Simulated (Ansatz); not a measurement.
# Eigenvalues along a path: Pb (bcc type)

```yaml
crystal:
  lattice:
    - [-1.58730, 1.58730, 1.58730]
    - [1.58730, -1.58730, 1.58730]
    - [1.58730, 1.58730, -1.58730]
  atoms:
    - { symbol: Pb, position: [0.00000, 0.00000, 0.00000] }
```

The cell comes from a relaxation on PAW files under the same functional, begun from a prototype that needn't be the stable phase.

Computed with Ansatz 0.2.0; functional PBE, scalar-relativistic. Settings: a Γ-centred 15×15×15 k mesh, Fermi–Dirac smearing of 0.1 eV, no spin polarisation. Methods: LAPW: all electrons, basis error target 1 meV/atom.

This run: volume at 0.5 of the series' base cell.

Spin–orbit coupling is left out, which matters for the heavy atoms. The structure type is held throughout; the real material can change phase at far lower pressure.

Path points, in fractions of the reciprocal vectors: Γ (0.000, 0.000, 0.000), H (0.500, -0.500, 0.500), N (0.000, 0.000, 0.500), P (0.250, 0.250, 0.250). The distance column jumps between branches of the path. Levels in eV from the Fermi level; bands 17 to 26, counted from the lowest band of the run. The gap is zero, the pressure 147.1 GPa.

```
# k(1/Å) point b17 b18 b19 b20 b21 b22 b23 b24 b25 b26
0.000 Γ -19.32 -19.32 -19.32 -18.55 -18.13 -18.13 10.55 10.55 10.55 15.13
0.247 - -19.29 -19.29 -19.25 -18.31 -18.20 -18.05 9.95 10.66 10.66 12.44
0.495 - -19.20 -19.20 -19.07 -18.42 -18.27 -17.19 8.79 8.93 9.72 9.72
0.742 - -19.03 -19.03 -18.79 -18.73 -18.42 -15.63 6.05 7.14 7.14 7.73
0.990 - -19.10 -18.75 -18.75 -18.72 -18.45 -13.50 4.00 4.39 4.39 6.93
1.237 - -19.47 -19.14 -18.38 -18.38 -18.10 -10.90 1.91 1.91 2.71 6.40
1.484 - -19.77 -19.58 -17.97 -17.97 -17.80 -7.90 -0.09 -0.09 1.87 6.08
1.732 - -19.97 -19.92 -17.64 -17.64 -17.59 -4.68 -1.40 -1.40 0.79 5.92
1.979 H -20.04 -20.04 -17.51 -17.51 -17.51 -1.87 -1.87 -1.87 -1.17 5.88
2.154 - -20.00 -19.99 -17.62 -17.58 -17.51 -3.40 -2.25 -1.63 0.56 6.05
2.329 - -19.89 -19.82 -17.93 -17.77 -17.48 -4.94 -3.20 -0.97 2.48 6.77
2.504 - -19.73 -19.55 -18.35 -18.03 -17.45 -6.15 -4.41 0.04 3.76 8.49
2.679 - -19.61 -19.21 -18.81 -18.28 -17.41 -7.05 -5.65 1.28 4.42 10.52
2.854 - -19.62 -19.23 -18.83 -18.39 -17.37 -7.67 -6.81 2.64 4.84 12.34
3.029 - -19.76 -19.57 -18.47 -18.33 -17.34 -8.07 -7.75 3.97 5.20 14.15
3.204 - -19.90 -19.79 -18.25 -18.20 -17.32 -8.38 -8.29 5.04 5.49 12.97
3.379 N -19.96 -19.86 -18.21 -18.09 -17.31 -8.60 -8.36 5.48 5.61 12.55
3.554 - -19.92 -19.84 -18.22 -18.10 -17.40 -10.77 -5.95 5.75 5.78 12.48
3.729 - -19.81 -19.78 -18.25 -18.10 -17.65 -12.79 -3.20 6.26 6.54 12.30
3.904 - -19.70 -19.66 -18.29 -18.11 -18.00 -14.53 -0.26 7.04 7.78 12.10
4.078 - -19.59 -19.50 -18.39 -18.31 -18.12 -15.98 2.81 8.07 9.35 11.79
4.253 - -19.49 -19.38 -18.76 -18.29 -18.12 -17.11 5.92 9.22 11.13 11.32
4.428 - -19.40 -19.31 -19.06 -18.24 -18.13 -17.91 8.72 10.17 10.92 12.29
4.603 - -19.34 -19.31 -19.25 -18.40 -18.15 -18.13 10.24 10.52 10.64 13.76
4.778 Γ -19.32 -19.32 -19.32 -18.55 -18.13 -18.13 10.55 10.55 10.55 15.13
4.992 - -19.33 -19.33 -19.21 -18.32 -18.15 -18.15 10.25 10.25 10.71 13.05
5.207 - -19.38 -19.38 -18.99 -18.18 -18.18 -17.57 8.82 8.82 9.34 11.21
5.421 - -19.46 -19.46 -18.74 -18.20 -18.20 -16.28 5.55 6.69 6.69 12.05
5.635 - -19.52 -19.52 -18.52 -18.18 -18.18 -14.50 2.10 4.49 4.49 13.21
5.849 - -19.54 -19.54 -18.40 -18.15 -18.15 -12.34 -0.79 2.42 2.42 14.69
6.064 - -19.48 -19.48 -18.46 -18.11 -18.11 -9.95 -2.94 0.54 0.54 16.49
6.278 - -19.33 -19.33 -18.73 -18.09 -18.09 -7.79 -3.88 -1.12 -1.12 18.59
6.492 P -19.13 -19.13 -19.13 -18.08 -18.08 -7.10 -2.50 -2.50 -2.50 20.65
6.707 - -19.53 -18.93 -18.93 -18.08 -18.08 -7.23 -3.53 -3.53 0.37 18.13
6.921 - -19.77 -18.82 -18.82 -18.07 -18.07 -7.28 -4.15 -4.15 3.65 15.61
7.135 - -19.74 -18.91 -18.91 -17.99 -17.99 -7.13 -4.32 -4.32 7.00 13.24
7.349 - -19.42 -19.15 -19.15 -17.86 -17.86 -6.75 -4.07 -4.07 9.50 11.06
7.564 - -19.47 -19.47 -18.87 -17.72 -17.72 -6.11 -3.50 -3.50 7.86 9.11
7.778 - -19.76 -19.76 -18.23 -17.61 -17.61 -5.11 -2.78 -2.78 4.44 7.47
7.992 - -19.97 -19.97 -17.71 -17.54 -17.54 -3.63 -2.13 -2.13 1.22 6.31
8.206 H -20.04 -20.04 -17.51 -17.51 -17.51 -1.87 -1.87 -1.87 -1.17 5.88
9.920 P -19.13 -19.13 -19.13 -18.08 -18.08 -7.10 -2.50 -2.50 -2.50 20.65
10.044 - -19.33 -19.16 -18.90 -18.08 -18.08 -7.21 -3.69 -2.22 -1.26 19.21
10.168 - -19.49 -19.26 -18.63 -18.10 -18.08 -7.45 -4.81 -1.46 0.01 17.69
10.291 - -19.62 -19.40 -18.35 -18.12 -18.08 -7.73 -5.83 -0.37 1.29 16.36
10.415 - -19.71 -19.56 -18.14 -18.09 -18.05 -7.97 -6.74 0.94 2.53 15.22
10.539 - -19.78 -19.72 -18.17 -18.09 -17.77 -8.15 -7.51 2.37 3.69 14.28
10.663 - -19.84 -19.83 -18.19 -18.09 -17.53 -8.27 -8.10 3.79 4.67 13.55
10.786 - -19.93 -19.85 -18.20 -18.09 -17.37 -8.47 -8.34 4.98 5.36 13.07
10.910 N -19.96 -19.86 -18.21 -18.09 -17.31 -8.60 -8.36 5.48 5.61 12.55
```
